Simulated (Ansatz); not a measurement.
# Gallium, alpha-Ga (Cmce) under LDA: testing the Gaussian smearing, part 2 of 2

How small must the Gaussian smearing width be for energy and pressure to settle? The geometry was relaxed under LDA beforehand and stays fixed; 7 values are run, from 0.01 to 1.0 eV. Wanted are the values from which on the energy stays within 10 and 1 meV/atom, and the pressure within 0.5 GPa, of the narrowest run. Within the series other settings stay, but some runs also write fields, which adds to their time. Spin polarisation is left out.

Ansatz 0.2.0; DFT LDA, plane waves with PAW, scalar-relativistic.

## Step 6: Width 0.3 eV

The run at 0.3 eV.

input.yaml

```yaml
crystal:
  lattice:
    - [2.2178908173, -3.7419137528, 0.0]
    - [2.2178908173, 3.7419137528, 0.0]
    - [0.0, 0.0, 4.4249628129]
  atoms:
    - { symbol: Ga, position: [0.8443628362, 0.1556371638, 0.0859373133] }
    - { symbol: Ga, position: [0.6556371638, 0.3443628362, 0.5859373133] }
    - { symbol: Ga, position: [0.1556371638, 0.8443628362, 0.9140626867] }
    - { symbol: Ga, position: [0.3443628362, 0.6556371638, 0.4140626867] }
hamiltonian:
  xc: lda
  pseudopotentials:
    kind: paw
    azcp:
      Ga: "pseudopotentials/Ga.paw.azcp"
basis:
  ecutwfc: 420
  fft_grid_basis: typed
kpoints:
  mp_grid: { grid: [8, 8, 7], shift: [0, 0, 0] }
magnetization:
  spin_polarized: false
scf:
  occupations: { method: gaussian, width: 0.3 }
  lower_state_search: "off"
output:
  stress: true
```

Run with:

```bash
$ ansatz run input.yaml --threads 2 --pin off --max-ram 5120MiB --backend cpu --events-out ev --progress --plain --runs-dir out
```

Output:

```text
Warning: <dir> the record states the generating functional pbe (its physics header spells it `PBE`), which answers neither for hamiltonian.xc's functional nor for the lda family's — results may be inconsistent (PPs are generated against a specific XC)
Warning: RAYON_NUM_THREADS=2 ignored (pool sized by the plan → 2); use --threads N
Engine: ansatz 0.2.0, aarch64-unknown-linux-gnu
Pseudopotentials: kind: paw
Pseudopotential: Ga, paw, valence charge 13, recommended cutoff 420 eV (normal), <dir>
Functional definition: SPW92
  exchange = slater_x
  correlation = pw_c
Crystal: 4 atoms, lattice volume = 73.447 Å³
Basis set: ecut = 420 eV, 1477 PW (Γ)
Bands: 30, of which v1, the nominal top of the filled ones, is band 26 counted from 1 (25 counted from 0)
Symmetry: 8 space group operations
Space group: Cmce (ITA 64), of the structure as read, at distance tolerance 4.2e-5 Å
k-points: 84 of 448
Non-local potential: Ga, projectors of the file, l = 0: 2, l = 1: 2, l = 2: 3, l = 3: 1
PAW form: soft (Blöchl's): semilocal exchange-correlation on the pseudo side does not see the compensation charge
PAW frozen core: Ga, regenerated for the run's functional, and the local potential with it (the file was generated under x = pbe(κ = 0.804, μ = 0.2195149727645171), c = pbe(β = 0.06672455060314922))
PAW one-centre angular grid: Ga, 590 points (default); XC on 64 Gauss nodes
Initial density: superposition of atomic densities (neutral atoms: chi_scale 0, normalization atom), corrected by the library's trained network
Initial wavefunctions: pseudopotential atomic-orbital guess
Functional: x = slater, c = lda
SCF iter   1: F=—  HF=-14827.939841 eV  |F-HF|=—  |Δ(HF+E_count)|=         —  Δρ=5.80e-3  dr2=8.35e-3  ethr=1.77e-3  ⟨swp⟩=4.4  Hψ=8695  notcnv=0
preconditioner: auto → Kerker (q_TF=auto, 2.576 Å⁻¹)  [metal: Δε(μ)=0.045 eV  Ē_g=15.374 eV  σ=0.300 eV  W_gap=0.08  n_scr=20 (ndim 8)  ℏωp=31.2 eV  f_vac=0.002  D(μ)=0.91/eV (n_scr^D=2)]
SCF iter   2: F=—  HF=-14827.937367 eV  |F-HF|=—  |Δ(HF+E_count)|=   2.47e-3  Δρ=2.58e-3  dr2=2.69e-3  ethr=1.61e-5  ⟨swp⟩=2.0  Hψ=5325  notcnv=0
SCF iter   3: F=—  HF=-14827.936796 eV  |F-HF|=—  |Δ(HF+E_count)|=   5.71e-4  Δρ=1.40e-3  dr2=7.47e-4  ethr=5.17e-6  ⟨swp⟩=2.0  Hψ=4705  notcnv=0
SCF iter   4: F=—  HF=-14827.936582 eV  |F-HF|=—  |Δ(HF+E_count)|=   2.14e-4  Δρ=2.30e-4  dr2=4.23e-5  ethr=1.44e-6  ⟨swp⟩=2.8  Hψ=4818  notcnv=0
SCF iter   5: F=—  HF=-14827.936564 eV  |F-HF|=—  |Δ(HF+E_count)|=   1.76e-5  Δρ=4.32e-5  dr2=1.61e-6  ethr=8.14e-8  ⟨swp⟩=2.0  Hψ=4703  notcnv=0
SCF iter   6: F=—  HF=-14827.936565 eV  |F-HF|=—  |Δ(HF+E_count)|=   4.13e-7  Δρ=1.52e-5  dr2=2.28e-7  ethr=3.10e-9  ⟨swp⟩=2.1  Hψ=4725  notcnv=0
SCF iter   7: F=-14827.936565 eV  HF=-14827.936565 eV  |F-HF|=3.94e-9  |Δ(HF+E_count)|=   9.36e-9  Δρ=3.33e-6  dr2=1.24e-8  ethr=1.92e-10  ⟨swp⟩=4.1  Hψ=9502  notcnv=0
SCF 1 converged in 7 iterations: F = -14827.936565 eV  dr2 = 1.24e-8
SCF converged after 7 iterations
Free energy (F): -14827.936565 eV
Harris-Foulkes:  -14827.936565 eV  (|F-HF|=3.94e-9)
Internal energy: -14827.895578 eV  (E = F + TS)
E sigma→0 (E₀):  -14827.916072 eV
Entropy (-TS):   -0.040987 eV (-10.247 meV/atom)
Fermi energy:    9.549914 eV
--- Per-component energies (eV) ---
  E_band       = -161.698572
  E_kinetic    = 466.080984
  E_local      = -7431.249226  (includes V_loc(G=0)·N_el)
  E_nonlocal   = 1698.100138
  E_hartree    = 3490.611399
  E_xc         = -278.441536
  E_vxc        = -238.083814  (∫ρ·V_xc dr)
  E_paw        = -7640.830279  (= ΣΔE_a)
  E_vpaw       = -1637.764799  (= ΣTr[D̂ρ^β])
  E_aug_tail   = -0.000475  (compensation charges beyond the density's cutoff)
  E_ewald      = -5139.080502
  E_core_change = 6.913920  (= ΣΔE_core)
  E_smearing   = -0.040987  (= −TS)
  E_closure    = -0.000000  (closes the sum)
  Σ components = -14827.936565   (vs F -14827.936565, Δ=0.00e0)
--- Stress (GPa, compression-positive) ---
        0.054678       0.000000      -0.000000
        0.000000       0.006494       0.000000
       -0.000000       0.000000      -0.025787
  P = ⅓ Tr σ = 0.0118 GPa (0.118 kbar)
```

Run time: 5.2 s. Hardware: 2 threads of Arm Neoverse V2, shared host; peak memory 0.4 GiB.

## Step 7: Width 0.6 eV

The run at 0.6 eV.

input.yaml: that of step 6 with these lines changed.

```diff
@@ -24,3 +24,3 @@
 scf:
-  occupations: { method: gaussian, width: 0.3 }
+  occupations: { method: gaussian, width: 0.6 }
   lower_state_search: "off"
```

Run with:

```bash
$ ansatz run input.yaml --threads 2 --pin off --max-ram 5120MiB --backend cpu --events-out ev --progress --plain --runs-dir out
```

Output:

```text
Warning: <dir> the record states the generating functional pbe (its physics header spells it `PBE`), which answers neither for hamiltonian.xc's functional nor for the lda family's — results may be inconsistent (PPs are generated against a specific XC)
Warning: RAYON_NUM_THREADS=2 ignored (pool sized by the plan → 2); use --threads N
band count auto-derived: 31 (N_el = 52.0; filled up to band 26; 30 by the electrons, moments and atoms)
[... 6 set-up lines as earlier in the session ...]
Crystal: 4 atoms, lattice volume = 73.447 Å³
Basis set: ecut = 420 eV, 1477 PW (Γ)
Bands: 31, of which v1, the nominal top of the filled ones, is band 26 counted from 1 (25 counted from 0)
[... 2 set-up lines as earlier in the session ...]
k-points: 84 of 448
[... 7 set-up lines as earlier in the session ...]
SCF iter   1: F=—  HF=-14828.002999 eV  |F-HF|=—  |Δ(HF+E_count)|=         —  Δρ=5.89e-3  dr2=8.33e-3  ethr=1.77e-3  ⟨swp⟩=4.5  Hψ=8929  notcnv=0
preconditioner: auto → Kerker (q_TF=auto, 2.576 Å⁻¹)  [metal: Δε(μ)=0.022 eV  Ē_g=15.907 eV  σ=0.600 eV  W_gap=0.02  n_scr=20 (ndim 8)  ℏωp=31.2 eV  f_vac=0.002  D(μ)=0.98/eV (n_scr^D=2)]
SCF iter   2: F=—  HF=-14828.000645 eV  |F-HF|=—  |Δ(HF+E_count)|=   2.35e-3  Δρ=2.66e-3  dr2=2.69e-3  ethr=1.60e-5  ⟨swp⟩=2.0  Hψ=5403  notcnv=0
SCF iter   3: F=—  HF=-14828.000099 eV  |F-HF|=—  |Δ(HF+E_count)|=   5.46e-4  Δρ=1.40e-3  dr2=7.08e-4  ethr=5.16e-6  ⟨swp⟩=2.0  Hψ=4793  notcnv=0
SCF iter   4: F=—  HF=-14827.999896 eV  |F-HF|=—  |Δ(HF+E_count)|=   2.02e-4  Δρ=2.31e-4  dr2=4.38e-5  ethr=1.36e-6  ⟨swp⟩=2.3  Hψ=4837  notcnv=0
SCF iter   5: F=—  HF=-14827.999877 eV  |F-HF|=—  |Δ(HF+E_count)|=   1.93e-5  Δρ=4.52e-5  dr2=1.81e-6  ethr=8.42e-8  ⟨swp⟩=2.0  Hψ=4786  notcnv=0
SCF iter   6: F=—  HF=-14827.999877 eV  |F-HF|=—  |Δ(HF+E_count)|=   3.66e-7  Δρ=1.60e-5  dr2=2.57e-7  ethr=3.48e-9  ⟨swp⟩=2.4  Hψ=4842  notcnv=0
SCF iter   7: F=-14827.999877 eV  HF=-14827.999877 eV  |F-HF|=4.68e-9  |Δ(HF+E_count)|=   1.83e-8  Δρ=3.49e-6  dr2=1.37e-8  ethr=1.92e-10  ⟨swp⟩=4.2  Hψ=9658  notcnv=0
SCF 1 converged in 7 iterations: F = -14827.999877 eV  dr2 = 1.37e-8
SCF converged after 7 iterations
Free energy (F): -14827.999877 eV
Harris-Foulkes:  -14827.999877 eV  (|F-HF|=4.68e-9)
Internal energy: -14827.822473 eV  (E = F + TS)
E sigma→0 (E₀):  -14827.911175 eV
Entropy (-TS):   -0.177404 eV (-44.351 meV/atom)
Fermi energy:    9.555235 eV
--- Per-component energies (eV) ---
  E_band       = -161.533785
  E_kinetic    = 466.163617
  E_local      = -7431.282014  (includes V_loc(G=0)·N_el)
  E_nonlocal   = 1698.041471
  E_hartree    = 3490.615995
  E_xc         = -278.483720
  E_vxc        = -238.129649  (∫ρ·V_xc dr)
  E_paw        = -7640.710764  (= ΣΔE_a)
  E_vpaw       = -1637.554861  (= ΣTr[D̂ρ^β])
  E_aug_tail   = -0.000475  (compensation charges beyond the density's cutoff)
  E_ewald      = -5139.080502
  E_core_change = 6.913920  (= ΣΔE_core)
  E_smearing   = -0.177404  (= −TS)
  E_closure    = -0.000000  (closes the sum)
  Σ components = -14827.999877   (vs F -14827.999877, Δ=0.00e0)
--- Stress (GPa, compression-positive) ---
        0.558427       0.000000      -0.000000
        0.000000       0.058323       0.000000
       -0.000000       0.000000       0.068282
  P = ⅓ Tr σ = 0.2283 GPa (2.283 kbar)
```

It took 5.3 s on 2 threads of Arm Neoverse V2, shared host; peak memory 0.4 GiB.

## Step 8: Width 1.0 eV

The run at 1.0 eV.

input.yaml: that of step 7 with these lines changed.

```diff
@@ -24,3 +24,3 @@
 scf:
-  occupations: { method: gaussian, width: 0.6 }
+  occupations: { method: gaussian, width: 1.0 }
   lower_state_search: "off"
```

Run with:

```bash
$ ansatz run input.yaml --threads 2 --pin off --max-ram 5120MiB --backend cpu --events-out ev --progress --plain --runs-dir out
```

Output:

```text
Warning: <dir> the record states the generating functional pbe (its physics header spells it `PBE`), which answers neither for hamiltonian.xc's functional nor for the lda family's — results may be inconsistent (PPs are generated against a specific XC)
Warning: RAYON_NUM_THREADS=2 ignored (pool sized by the plan → 2); use --threads N
band count auto-derived: 33 (N_el = 52.0; filled up to band 26; 30 by the electrons, moments and atoms)
[... 6 set-up lines as earlier in the session ...]
Crystal: 4 atoms, lattice volume = 73.447 Å³
Basis set: ecut = 420 eV, 1477 PW (Γ)
Bands: 33, of which v1, the nominal top of the filled ones, is band 26 counted from 1 (25 counted from 0)
[... 2 set-up lines as earlier in the session ...]
k-points: 84 of 448
[... 7 set-up lines as earlier in the session ...]
SCF iter   1: F=—  HF=-14828.178833 eV  |F-HF|=—  |Δ(HF+E_count)|=         —  Δρ=6.23e-3  dr2=9.29e-3  ethr=1.77e-3  ⟨swp⟩=4.8  Hψ=9707  notcnv=0
preconditioner: auto → Kerker (q_TF=auto, 2.576 Å⁻¹)  [metal: Δε(μ)=0.022 eV  Ē_g=16.938 eV  σ=1.000 eV  W_gap=0.01  n_scr=20 (ndim 8)  ℏωp=31.2 eV  f_vac=0.002  D(μ)=1.19/eV (n_scr^D=8)]
SCF iter   2: F=—  HF=-14828.176502 eV  |F-HF|=—  |Δ(HF+E_count)|=   2.33e-3  Δρ=2.94e-3  dr2=3.04e-3  ethr=1.79e-5  ⟨swp⟩=2.0  Hψ=5455  notcnv=0
SCF iter   3: F=—  HF=-14828.175962 eV  |F-HF|=—  |Δ(HF+E_count)|=   5.40e-4  Δρ=1.37e-3  dr2=5.98e-4  ethr=5.84e-6  ⟨swp⟩=2.0  Hψ=4974  notcnv=0
SCF iter   4: F=—  HF=-14828.175754 eV  |F-HF|=—  |Δ(HF+E_count)|=   2.08e-4  Δρ=2.42e-4  dr2=4.20e-5  ethr=1.15e-6  ⟨swp⟩=2.0  Hψ=4443  notcnv=0
SCF iter   5: F=—  HF=-14828.175737 eV  |F-HF|=—  |Δ(HF+E_count)|=   1.67e-5  Δρ=4.52e-5  dr2=1.58e-6  ethr=8.08e-8  ⟨swp⟩=2.0  Hψ=4951  notcnv=0
SCF iter   6: F=—  HF=-14828.175738 eV  |F-HF|=—  |Δ(HF+E_count)|=   3.17e-7  Δρ=1.70e-5  dr2=3.28e-7  ethr=3.04e-9  ⟨swp⟩=2.0  Hψ=4470  notcnv=0
SCF iter   7: F=-14828.175738 eV  HF=-14828.175738 eV  |F-HF|=8.04e-9  |Δ(HF+E_count)|=   3.50e-8  Δρ=4.88e-6  dr2=2.61e-8  ethr=1.92e-10  ⟨swp⟩=4.1  Hψ=9943  notcnv=0
SCF 1 converged in 7 iterations: F = -14828.175738 eV  dr2 = 2.61e-8
SCF converged after 7 iterations
Free energy (F): -14828.175738 eV
Harris-Foulkes:  -14828.175738 eV  (|F-HF|=8.04e-9)
Internal energy: -14827.580690 eV  (E = F + TS)
E sigma→0 (E₀):  -14827.878214 eV
Entropy (-TS):   -0.595048 eV (-148.762 meV/atom)
Fermi energy:    9.561051 eV
--- Per-component energies (eV) ---
  E_band       = -161.172825
  E_kinetic    = 466.404972
  E_local      = -7431.216494  (includes V_loc(G=0)·N_el)
  E_nonlocal   = 1697.875391
  E_hartree    = 3490.483090
  E_xc         = -278.600498
  E_vxc        = -238.254104  (∫ρ·V_xc dr)
  E_paw        = -7640.360093  (= ΣΔE_a)
  E_vpaw       = -1636.942699  (= ΣTr[D̂ρ^β])
  E_aug_tail   = -0.000475  (compensation charges beyond the density's cutoff)
  E_ewald      = -5139.080502
  E_core_change = 6.913920  (= ΣΔE_core)
  E_smearing   = -0.595048  (= −TS)
  E_closure    = -0.000000  (closes the sum)
  Σ components = -14828.175738   (vs F -14828.175738, Δ=0.00e0)
--- Stress (GPa, compression-positive) ---
        1.322405       0.000000      -0.000000
        0.000000       0.657192       0.000000
       -0.000000       0.000000       0.691040
  P = ⅓ Tr σ = 0.8902 GPa (8.902 kbar)
```

Wall time 5.5 s (2 threads of Arm Neoverse V2, shared host); peak memory 0.41 GiB.

## Step 9: All values side by side

Differences are taken from the run at 0.01 eV.

| smearing (eV) | F (meV/atom) | E(σ → 0) (meV/atom) | P (GPa) | SCF cycles | CPU time |
| --- | --- | --- | --- | --- | --- |
| 0.01 | 0.00 | 0.00 | -0.03 | 7 | 11 s |
| 0.03 | -0.10 | -0.03 | -0.04 | 7 | 15 s |
| 0.1 | -0.66 | -0.13 | -0.04 | 7 | 9.4 s |
| 0.2 | -2.37 | -0.10 | -0.02 | 7 | 15 s |
| 0.3 | -5.22 | -0.12 | 0.01 | 7 | 10 s |
| 0.6 | -21.05 | 1.10 | 0.23 | 7 | 10 s |
| 1.0 | -65.02 | 9.34 | 0.89 | 7 | 11 s |

## Step 10: Summary of results

The summary covers parts 1 to 2.

| quantity | value |
| --- | --- |
| E(σ → 0) stays within 10 meV/atom of 0.01 eV | up to 1.0 eV |
| E(σ → 0) stays within 1 meV/atom | up to 0.3 eV |
| pressure stays within 0.5 GPa | up to 0.6 eV |
| pressure at 0.01 eV | -0.03 GPa |
| energy of a separate run on a finer mesh (11×11×10) | -2.4 meV/atom from 0.01 eV |

The far end, 1.0 eV, lies +9.3 meV/atom and +0.9 GPa from the yardstick. The free energy F moves by -65.0 meV/atom over the range, and the estimate for σ → 0 by +9.3. In theory F falls as the square of the width under this scheme, but here the ratio is not steady: the mesh at narrow widths, or a density of states that varies over the wide ones, can both cause that. The mesh (8×8×7) is fixed, so the narrowest widths carry a k-point error of their own. The yardstick itself is unsettled by 2.4 meV/atom against the finer mesh, so the thresholds above hold only within this series, and wider smearing, which averages over more states, can land nearer the fine-mesh value than the narrowest does. The cell taken over is 6 % smaller than the measured one (19.59 Å³/atom, COD).
